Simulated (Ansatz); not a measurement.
**MoP: how the settings move a single-point run**

Aim: see which settings change the result for MoP, by how much, and at what cost.

Method: reference: DFT, PBE, PAW with Ansatz's default frozen-core files, scalar-relativistic, in Ansatz 0.2.0.

### Step 1. The starting structure

It takes space group P-6m2 (No. 187, hexagonal). Conventional cell: a = 3.223 Å, b = 3.223 Å, c = 3.191 Å, α = 90.00°, β = 90.00°, γ = 120.00°. Mo (site symmetry -6m2) has 6 P at 2.45 Å as nearest neighbours. P (site symmetry -6m2) has 6 Mo at 2.45 Å as nearest neighbours.

As a file:

```cif
data_structure
_symmetry_space_group_name_H-M 'P-6m2'
_symmetry_Int_Tables_number 187
_cell_length_a 3.2230
_cell_length_b 3.2230
_cell_length_c 3.1910
_cell_angle_alpha 90.000
_cell_angle_beta 90.000
_cell_angle_gamma 120.000
_cell_volume 28.71
loop_
_atom_site_label
_atom_site_type_symbol
_atom_site_symmetry_multiplicity
_atom_site_Wyckoff_symbol
_atom_site_fract_x
_atom_site_fract_y
_atom_site_fract_z
_atom_site_occupancy
Mo1 Mo 1 a 0.00000 0.00000 0.00000 1
P1 P 1 d 0.33333 0.66667 0.50000 1
```

### Step 2. The reference run

Input file input.yaml:

```yaml
crystal:
  lattice:
    - [3.223, 0.0, 0.0]
    - [-1.6115, 2.7911998764, 0.0]
    - [0.0, 0.0, 3.191]
  atoms:
    - { symbol: Mo, position: [0.0, 0.0, 0.0], spin: 0.05 }
    - { symbol: P, position: [0.3333333333, 0.6666666667, 0.5] }
magnetization:
  spin_polarized: true
  magnetic_field: 3000
kpoints:
  mp_grid: { grid: [12, 12, 10] }
scf:
  occupations: { method: fermi_dirac, width: 0.1 }
  convergence: { dr2_threshold: 1.0e-10 }
  lower_state_search: "off"
hamiltonian:
  xc: pbe
  pseudopotentials: { kind: paw }
output:
  forces: true
  stress: true
  eigenvalues: true
```

Started as:

```bash
> ansatz run input.yaml --threads 1 --pin off --max-ram 3072MiB --backend cpu --events-out ev --progress --plain --runs-dir out
```

### Step 3. Changed: symmetry.detect false

input.yaml, as its differences from that of step 2:

```diff
@@ -8,2 +8,3 @@
     - { symbol: P, position: [0.3333333333, 0.6666666667, 0.5] }
+  symmetry: { detect: false }
 magnetization:
@@ -24 +25,5 @@
   eigenvalues: true
+  write_density: true
+  write_potential: true
+  elf: true
+  volumetric_format: npy
```

Before running it: what results should come out? Wanted: for each run, ending; energy change; pressure; abs. moment; force.

As calculated:

```
                     run     ending  energy change  pressure (GPa)  abs. moment (μB)  force (eV/Å)  cycles  time
               reference  converged              0             3.0              0.20          0.00      12   9 s
1: symmetry.detect false  converged   0.0 meV/atom             3.0              0.20          0.00      12  71 s
```

Times don't compare one to one where runs were asked for different outputs or read a saved state (see the inputs); cycles may leave out searches for a lower state.

Residual by cycle in the longest SCF loop of each run; runs are numbered as in the table. The quantity is the density residual dr2, in eV.

```
cycle  reference    run 1
    1       3.89     3.89
    2       1.25     1.25
    3     0.0327   0.0327
    4     0.0107   0.0107
    5     3.6e-4   3.6e-4
    6     9.9e-5   9.9e-5
    7     7.6e-5   7.5e-5
    8     9.9e-7   9.9e-7
    9     1.6e-8   1.6e-8
   10     1.7e-9   1.7e-9
   11    7.4e-10  7.8e-10
   12    4.4e-11  4.8e-11
```

Energy and cycle count are those of the reference, so the change (use of symmetry) left the result and the number of cycles as they were.
